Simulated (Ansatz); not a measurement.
Set up this calculation in Ansatz 0.2.0, as the native input.

```yaml
Task: relaxation of cell and atoms
Functional: LDA
Potentials_or_basis: Ansatz PAW
Cutoff: "420 eV (not typed: the program's choice for these potentials)"
k_mesh: 7 × 7 × 4
Occupations: fermi-dirac, width 0.05 eV
Spin: no spin polarisation
```

TaSi2:

```xyz
9
Lattice="4.7839 0.0000 0.0000 -2.3920 4.1430 0.0000 0.0000 0.0000 6.5700" Properties=species:S:1:pos:R:3 pbc="T T T"
Ta   -1.1960    2.0715    2.1900
Ta    1.1960    2.0715    4.3800
Ta    2.3920    0.0000    0.0000
Si    1.1407    0.6586    2.1900
Si   -1.2512    3.4844    4.3800
Si    2.3920    2.8258    0.0000
Si    1.2512    3.4844    2.1900
Si    3.6432    0.6586    4.3800
Si    0.0000    1.3172    0.0000
```

The input as run:

input.yaml

```yaml
crystal:
  lattice:
    - [4.7839, 0.0, 0.0]
    - [-2.39195, 4.1429789292, 0.0]
    - [0.0, 0.0, 6.57]
  atoms:
    - { symbol: Ta, position: [0.0, 0.5, 0.3333333333] }
    - { symbol: Ta, position: [0.5, 0.5, 0.6666666667] }
    - { symbol: Ta, position: [0.5, 0.0, 0.0] }
    - { symbol: Si, position: [0.31794, 0.15897, 0.3333333333] }
    - { symbol: Si, position: [0.15897, 0.84103, 0.6666666667] }
    - { symbol: Si, position: [0.84103, 0.68206, 0.0] }
    - { symbol: Si, position: [0.68206, 0.84103, 0.3333333333] }
    - { symbol: Si, position: [0.84103, 0.15897, 0.6666666667] }
    - { symbol: Si, position: [0.15897, 0.31794, 0.0] }
hamiltonian:
  xc: lda
  pseudopotentials: { kind: paw }
kpoints:
  mp_grid: { grid: [7, 7, 4] }
scf:
  occupations: { method: fermi_dirac, width: 0.05 }
output:
  forces: true
  stress: true
  eigenvalues: true
relax:
  f_tol: 0.01
  max_steps: 40
  cell: { stress_tol: 0.05 }
```

Potentials or basis: Ansatz PAW.

Command:

```bash
$ ansatz run input.yaml --threads 4 --pin off --max-ram 11264MiB --backend cpu --events-out ev --progress --plain --runs-dir out
```

Results of the run:

The relaxed volume is 14.04 Å³/atom, the relaxed cell is a = 4.729 Å, b = 4.729 Å, c = 6.526 Å, α = 90.00°, β = 90.00°, γ = 120.00° and the space group after relaxing (to 0.05 Å) is P6_422 (No. 181). The energy gained by relaxing is 8.1 meV/atom and the ionic steps are 5. The pressure after relaxing is 0.0 GPa and the largest force after relaxing is 0.006 eV/Å. The band gap on the k mesh is none (metal or under the smearing width).

Caveat: the plane-wave basis is chosen anew once the cell has moved, so the energies of steps on either side of that aren't comparable; the PAW data sets come from PBE, with cores solved anew for the run's functional, which leaves a small shift of forces and pressure.

It took 23 s on 4 threads of AMD EPYC 7R43 64-Core Processor (Zen 3), with other jobs on the host, peak memory 0.49 GiB.
